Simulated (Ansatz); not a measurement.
The system is SiC (Moissanite).

```
Si C
1.0
     3.07600    0.00000    0.00000
    -1.53800    2.66389    0.00000
     0.00000    0.00000    5.04800
Si C
2 2
Direct
  0.66667 0.33333 0.50000
  0.33333 0.66667 0.00000
  0.66667 0.33333 0.88500
  0.33333 0.66667 0.38500
```

* Program: Ansatz 0.2.0
* Task: relaxation of cell and atoms
* Functional: PBEsol
* Dispersion: D3(BJ)
* Potentials or basis: Ansatz PAW
* Cutoff: 420 eV (not typed: the program's choice for these potentials)
* k mesh: 10 × 10 × 5
* Occupations: fermi-dirac, width 0.05 eV
* Spin: no spin polarisation

At the start: volume 10.34 Å³/atom.

Task: How do energy, volume and symmetry change on relaxing?

Result: It ends after 8 steps and the volume is 10.16 Å³/atom (-1.7 %); space group P6_3mc (No. 186, to 0.05 Å).

Step by step:
```csv
step,energy change (eV),largest force (eV/Å),volume (Å³)
1,0.0000,0.7467,41.36
2,-0.0286,0.4520,40.99
3,-0.0397,0.2076,40.50
4,-0.0456,0.0016,40.66
5,-0.0456,0.0008,40.67
6,-0.0443,0.0008,40.67
7,-0.0444,0.0000,40.66
8,-0.0444,0.0000,40.66
```

Final structure:
```
Si C
1.0
     3.05860    0.00000    0.00000
    -1.52930    2.64883    0.00000
     0.00000    0.00000    5.01840
Si C
2 2
Direct
  0.66667 0.33333 0.50460
  0.33333 0.66667 0.00460
  0.66667 0.33333 0.88040
  0.33333 0.66667 0.38040
```

Caveat: the plane-wave basis is chosen anew once the cell has moved, so the energies of steps on either side of that aren't comparable; the pressure holds a Pulay correction of +0.3 GPa for the finite cutoff; the PAW data sets come from PBE, with cores solved anew for the run's functional, which leaves a small shift of forces and pressure.
